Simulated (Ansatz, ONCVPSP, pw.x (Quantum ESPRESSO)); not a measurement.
**pw.x on sc P: one setting changed**

Potential: optimised norm-conserving Vanderbilt (ONCV), ONCVPSP 4.0.1.1 (patched build), PBE; core [Ne], reference 3s2 3p3; waves: 3s: rc 1.40 bohr, ncon 3, nbas 6, qcut 4.5 1/bohr, 3 projectors, debl 3.4 Ha; 3p: rc 1.65 bohr, ncon 5, nbas 9, qcut 5.7 1/bohr, 1 projector; d scattering state at 0.04 Ha: rc 1.55 bohr, ncon 4, nbas 8, qcut 6.1 1/bohr, 3 projectors, debl 2.7 Ha; local part: polynomial inside 0.90 bohr (lpopt 3, dvloc0 -1 Ha); core correction: Teter function, fcfact 5.25, rcfact 1.2.

The reference run (k-mesh 13³, cutoffs 60/240 Ry, Fermi–Dirac 0.01 Ry, mixing_beta 0.4, conv_thr 1e-9, no spin) gives -0.12 GPa at 14.621 Å³/atom, where all-electron LAPW gives 0.27 GPa. This run, with its own iteration cap, changes nosym to true.

```
&control
  calculation='scf', prefix='x', pseudo_dir='./', outdir='./tmp', tstress=.true., disk_io='none'
/
&system
  ibrav=0, nat=1, ntyp=1, ecutwfc=60, ecutrho=240, nbnd=9,
  occupations='smearing', smearing='fd', degauss=0.01, nosym=.true.
/
&electrons
  conv_thr=1e-09, mixing_beta=0.4, electron_maxstep=70
/
ATOMIC_SPECIES
P 1.0 P.UPF
CELL_PARAMETERS angstrom
  2.44526365 0.00000000 0.00000000
  0.00000000 2.44526365 0.00000000
  0.00000000 0.00000000 2.44526365
ATOMIC_POSITIONS crystal
P 0.0000 0.0000 0.0000
K_POINTS automatic
13 13 13 0 0 0
```

```bash
pw.x < P.scf.in > P.scf.out
```

Q: How does the run end?

A: It converges in 7 iterations; the free energy moves by +0.0 meV/atom and the pressure by +0.00 GPa. The result is that of the reference run.

```
lattice parameter (alat)  =       4.6209  a.u.
     unit-cell volume          =      98.6674 (a.u.)^3
     number of electrons       =         5.00
     number of Kohn-Sham states=            9
     kinetic-energy cutoff     =      60.0000  Ry
     charge density cutoff     =     240.0000  Ry
     scf convergence threshold =      1.0E-09
     Exchange-correlation= PBE
     number of k points=  1099  Fermi-Dirac smearing, width (Ry)=  0.0100
     iteration #  1     ecut=    60.00 Ry     beta= 0.40
     total energy              =     -14.05734466 Ry
     estimated scf accuracy    <       0.00524333 Ry
     iteration #  2     ecut=    60.00 Ry     beta= 0.40
     total energy              =     -14.05745245 Ry
     estimated scf accuracy    <       0.00189799 Ry
     iteration #  3     ecut=    60.00 Ry     beta= 0.40
     total energy              =     -14.05746714 Ry
     estimated scf accuracy    <       0.00000054 Ry
     iteration #  4     ecut=    60.00 Ry     beta= 0.40
     total energy              =     -14.05746878 Ry
     estimated scf accuracy    <       0.00000036 Ry
     iteration #  5     ecut=    60.00 Ry     beta= 0.40
     total energy              =     -14.05746886 Ry
     estimated scf accuracy    <       0.00000006 Ry
     iteration #  6     ecut=    60.00 Ry     beta= 0.40
     total energy              =     -14.05746884 Ry
     estimated scf accuracy    <       0.00000003 Ry
     iteration #  7     ecut=    60.00 Ry     beta= 0.40
     the Fermi energy is    11.0346 ev
!    total energy              =     -14.05746884 Ry
     estimated scf accuracy    <          3.2E-10 Ry
     smearing contrib. (-TS)   =      -0.00128953 Ry
     The total energy is F=E-TS. E is the sum of the following terms:
     one-electron contribution =       5.28070728 Ry
     hartree contribution      =       0.42178572 Ry
     xc contribution           =      -4.40825021 Ry
     ewald contribution        =     -15.35042210 Ry
     convergence has been achieved in   7 iterations
          total   stress  (Ry/bohr**3)                   (kbar)     P=       -1.16
     Message from routine punch:
     Nothing written, as per user request (disk_io='none')
```

The run took about 2.3 min on one core of a shared host (Neoverse-N1, 64 threads, 124 GiB, load 57).
